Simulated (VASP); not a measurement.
# Pd (Fd-3m) in VASP: notebook, part 2 of 2

VASP 6.6.1. Earlier steps stand in the parts before.

## (3) Single point, LDA

This run uses another cell than the first one, of 23.94 Å³/atom, 1.080 times its volume.

The input, INCAR:

```
SYSTEM = Pd
PREC     = Accurate       ! precision mode
ENCUT    = 520            ! plane-wave cutoff, eV
EDIFF    = 1E-7           ! SCF threshold, eV
ISMEAR   = -1             ! smearing method
SIGMA    = 0.1            ! smearing width, eV
LREAL    = .FALSE.        ! projectors in reciprocal space
LASPH    = .TRUE.         ! aspherical terms in the spheres
NELM     = 80             ! most SCF steps
ALGO     = Normal         ! electronic algorithm
ISIF     = 2              ! what is computed and relaxed
LWAVE    = .FALSE.        ! write WAVECAR
LCHARG   = .TRUE.         ! write CHGCAR
GGA      = CA             ! functional
LELF     = .TRUE.         ! ELF
LVHAR    = .TRUE.       
NBANDS   = 17             ! bands
```

The input, KPOINTS:

```
regular mesh
0
G
  11 11 11
  0 0 0
```

The input, POSCAR:

```
Pd
1.0
    0.0000000000      2.8821314932      2.8821314932
    2.8821314932      0.0000000000      2.8821314932
    2.8821314932      2.8821314932      0.0000000000
Pd
2
Direct
    0.1250000000      0.1250000000      0.1250000000
    0.8750000000      0.8750000000      0.8750000000
```

Potentials or basis: VASP PAW LDA potentials, release 64 (Pd).

Started as:

```console
cat potpaw_LDA.64/Pd/POTCAR > POTCAR
mpirun -np 1 vasp_std > vasp.out
```

OUTCAR:

```text
SYSTEM = Pd
   PREC = Accurate
   ENCUT = 520
   EDIFF = 1E-7
   ISMEAR = -1
   LREAL = .FALSE.
   LASPH = .TRUE.
   NELM = 80
   ISIF = 2
   GGA = CA

 ion  position               nearest neighbor table
   1  0.125  0.125  0.125-   2 2.50   2 2.50   2 2.50   2 2.50
   2  0.875  0.875  0.875-   1 2.50   1 2.50   1 2.50   1 2.50

  LATTYP: Found a face centered cubic cell.
 ALAT       =     5.7642629864

  Lattice vectors:

 A1 = (   0.0000000000,   2.8821314932,   2.8821314932)
 A2 = (   2.8821314932,   0.0000000000,   2.8821314932)
 A3 = (   2.8821314932,   2.8821314932,   0.0000000000)

Analysis of symmetry for initial positions (statically):
=====================================================================
 Subroutine PRICEL returns:
 Original cell was already a primitive cell.

 Routine SETGRP: Setting up the symmetry group for a
 face centered cubic supercell.

 Subroutine GETGRP returns: Found 48 space group operations
 (whereof 12 operations were pure point group operations)
 out of a pool of 48 trial point group operations.

The static configuration has the point symmetry D_3d.
 The point group associated with its full space group is O_h .

Analysis of symmetry for dynamics (positions and initial velocities):
=====================================================================
 Subroutine PRICEL returns:
 Original cell was already a primitive cell.

 Routine SETGRP: Setting up the symmetry group for a
 face centered cubic supercell.

 Subroutine GETGRP returns: Found 48 space group operations
 (whereof 12 operations were pure point group operations)
 out of a pool of 48 trial point group operations.

The dynamic configuration has the point symmetry D_3d.
 The point group associated with its full space group is O_h .

 Subroutine INISYM returns: Found 48 space group operations
 (whereof 12 operations are pure point group operations),
 and found     1 'primitive' translations

----------------------------------------------------------------------------------------

                                     Primitive cell

  volume of cell :      47.8819

  direct lattice vectors                    reciprocal lattice vectors
     0.000000000  2.882131493  2.882131493    -0.173482716  0.173482716  0.173482716
     2.882131493  0.000000000  2.882131493     0.173482716 -0.173482716  0.173482716
     2.882131493  2.882131493  0.000000000     0.173482716  0.173482716 -0.173482716

  length of vectors
     4.075949446  4.075949446  4.075949446     0.300480879  0.300480879  0.300480879

  position of ions in fractional coordinates (direct lattice)
     0.125000000  0.125000000  0.125000000
     0.875000000  0.875000000  0.875000000

  ion indices of the primitive-cell ions
   primitive index   ion index
                 1           1
                 2           2

----------------------------------------------------------------------------------------

 KPOINTS: regular mesh

Automatic generation of k-mesh.
 Grid dimensions read from file:
 generate k-points for:   11   11   11

 Generating k-lattice:

  Cartesian coordinates                     Fractional coordinates (reciprocal lattice)
    -0.015771156  0.015771156  0.015771156     0.090909091  0.000000000  0.000000000
     0.015771156 -0.015771156  0.015771156     0.000000000  0.090909091  0.000000000
     0.015771156  0.015771156 -0.015771156     0.000000000  0.000000000  0.090909091

  Length of vectors
     0.027316444  0.027316444  0.027316444

  Shift w.r.t. Gamma in fractional coordinates (k-lattice)
     0.000000000  0.000000000  0.000000000

 Subroutine IBZKPT returns following result:
 ===========================================

 Found     56 irreducible k-points:

 Following reciprocal coordinates:
            Coordinates               Weight
  0.000000  0.000000  0.000000      1.000000
  0.090909  0.000000  0.000000      8.000000
  0.181818  0.000000  0.000000      8.000000
  0.272727  0.000000  0.000000      8.000000
  0.363636  0.000000  0.000000      8.000000
  0.454545  0.000000  0.000000      8.000000
[... 16 lines left out ...]
 -0.272727  0.181818  0.000000     24.000000
 -0.181818  0.181818  0.000000     12.000000
 [... further k-points ...]
   k-points           NKPTS =     56   k-points in BZ     NKDIM =     56   number of bands    NBANDS=     17
   number of dos      NEDOS =    301   number of ions     NIONS =      2
   total plane-waves  NPLWV =  27000
   dimension x,y,z NGX =    30 NGY =   30 NGZ =   30
   dimension x,y,z NGXF=    60 NGYF=   60 NGZF=   60
   ions per type =               2
   NGX,Y,Z   is equivalent  to a cutoff of  12.24, 12.24, 12.24 a.u.
   NGXF,Y,Z  is equivalent  to a cutoff of  24.47, 24.47, 24.47 a.u.
 SYSTEM =  Pd
   PREC   = accura    normal or accurate (medium, high low for compatibility)
   ISTART =      0    job   : 0-new  1-cont  2-samecut
   ICHARG =      2    charge: 1-file 2-atom 10-const
   ISPIN  =      1    spin polarized calculation?
   LNONCOLLINEAR =      F non collinear calculations
   LSORBIT =      F    spin-orbit coupling
   LASPH  =      T    aspherical Exc in radial PAW
   ENCUT  =  520.0 eV  38.22 Ry    6.18 a.u.   7.58  7.58  7.58*2*pi/ulx,y,z
   NELM   =     80;   NELMIN=  2; NELMDL= -5     # of ELM steps
   EDIFF  = 0.1E-06   stopping-criterion for ELM
   LREAL  =      F    real-space projection
   EDIFFG = 0.1E-05   stopping-criterion for IOM
   NSW    =      0    number of steps for IOM
   IBRION =     -1    ionic relax: 0-MD 1-quasi-New 2-CG
   NFREE  =      0    steps in history (QN), initial steepest desc. (CG)
   ISIF   =      2    stress and relaxation
   ISYM   =      2    0-nonsym 1-usesym 2-fastsym
   POTIM  = 0.5000    time-step for ionic-motion
   TEBEG  =    0.0;   TEEND  =   0.0 temperature during run
   PSTRESS=    0.0 pullay stress
   NELECT =      20.0000    total number of electrons
   NUPDOWN=      -1.0000    fix difference up-down
   EMIN   =  10.00;   EMAX   =-10.00  energy-range for DOS
   EFERMI =   0.00;   METHOD = LEGACY
   ISMEAR =    -1;   SIGMA  =   0.10  broadening in eV -4-tet -1-fermi 0-gaus
   EFERMI_NEDOS =   21; number of points for ismear=-14 and -15
   IALGO  =     38    algorithm
   IMIX   =      4    mixing-type and parameters
     AMIX     =   0.40;   BMIX     =  1.00
     AMIX_MAG =   1.60;   BMIX_MAG =  1.00
  volume/ion in A,a.u.               =      23.94       161.56
  Fermi-wavevector in a.u.,A,eV,Ry     =   1.223755  2.312561 20.375753  1.497576
  Thomas-Fermi vector in A             =   2.358854
   LORBIT       =      0    0 simple, 1 ext, 2 COOP (PROOUT), +10 PAW based schemes
   GGA     = CA    functional components
   LHFCALC =     F    Hartree Fock is set to
   AEXX    =    0.0000 exact exchange contribution
   IVDW    =     0    specifies the selected vdW correction
   LEPSILON=     F    determine dielectric tensor
   LRPA    =     F    only Hartree local field effects (RPA)
 non-spin polarized calculation
  energy-cutoff  :      520.00
  volume of cell :       47.88
 maximum number of plane-waves:      1313
   NGX = 15   NGY = 15   NGZ = 15

 number of electron      19.9999997 magnetization

 Free energy of the ion-electron system (eV)
  ---------------------------------------------------
  ext. energy  EPLUGINS =         0.00000000
  ---------------------------------------------------
  free energy    TOTEN  =       -10.19838924 eV

  energy without entropy =      -10.02169683  energy(sigma->0) =      -10.11004304

 E-fermi :   3.8476     XC(G=0): -10.4321

 val. band max:        3.8460514068   @ k =  -0.2727   0.2727   0.0000
 cond. band min:       3.8501103070   @ k =  -0.3636   0.4545   0.1818
 fundamental gap:      0.0040589002
 Fermi energy:         3.8476201936

 k-point     1 :       0.0000    0.0000    0.0000
  band No.  band energies     occupation
      1      -0.8233      2.00000
      2       0.4313      2.00000
      3       0.4313      2.00000
      4       0.5521      2.00000
      5       0.5521      2.00000
      6       0.5521      2.00000
[... 9 lines left out ...]
     16      15.9382      0.00000
     17      15.9382      0.00000
[... 441 lines left out ...]
 k-point    24 :      -0.1818    0.1818    0.0000
  band No.  band energies     occupation
      1       0.0946      2.00000
      2       0.1331      2.00000
      3       0.5145      2.00000
      4       0.5612      2.00000
      5       0.7762      2.00000
      6       1.1893      2.00000
[... 9 lines left out ...]
     16      17.1566      0.00000
     17      17.2270      0.00000

 [... further k-points ...]

------------------------ aborting loop because EDIFF is reached ----------------------------------------

  FORCE on cell =-STRESS in cart. coord.  units (eV):
  Direction    XX          YY          ZZ          XY          YZ          ZX
  --------------------------------------------------------------------------------------
  -------------------------------------------------------------------------------------
  Total       -1.8181682     -1.8181682     -1.8181682     -0.0000000      0.0000000      0.0000000
  in kB      -60.8377670    -60.8377670    -60.8377670     -0.0000000      0.0000000      0.0000000
  external PRESSURE =     -60.8377670 kB  Pullay stress =       0.0000000 kB

 VOLUME and BASIS-vectors are now :
 -----------------------------------------------------------------------------
  energy-cutoff  :      520.00
  volume of cell :       47.88
      direct lattice vectors                 reciprocal lattice vectors
     0.000000000  2.882131493  2.882131493    -0.173482716  0.173482716  0.173482716
     2.882131493  0.000000000  2.882131493     0.173482716 -0.173482716  0.173482716
     2.882131493  2.882131493  0.000000000     0.173482716  0.173482716 -0.173482716

 POSITION                                       TOTAL-FORCE (eV/Angst)
 -----------------------------------------------------------------------------------
      0.72053      0.72053      0.72053         0.000000      0.000000     -0.000000
      5.04373      5.04373      5.04373        -0.000000     -0.000000      0.000000
 -----------------------------------------------------------------------------------
    total drift:                               -0.000000      0.000000      0.000000

  FREE ENERGIE OF THE ION-ELECTRON SYSTEM (eV)
  ---------------------------------------------------
  free  energy   TOTEN  =       -10.1983892377 eV

  energy  without entropy=      -10.0216968326  energy(sigma->0) =      -10.11004304
```

It took 23 s on 1 thread of Intel Xeon Platinum 8559C (Emerald Rapids), shared host; peak memory 0.16 GiB.

What came out:

| Property | Result |
| --- | --- |
| Free energy | -10.1984 eV |
| Pressure | -6.1 GPa |
| Band gap on the k mesh | none (metal or under the smearing width) |
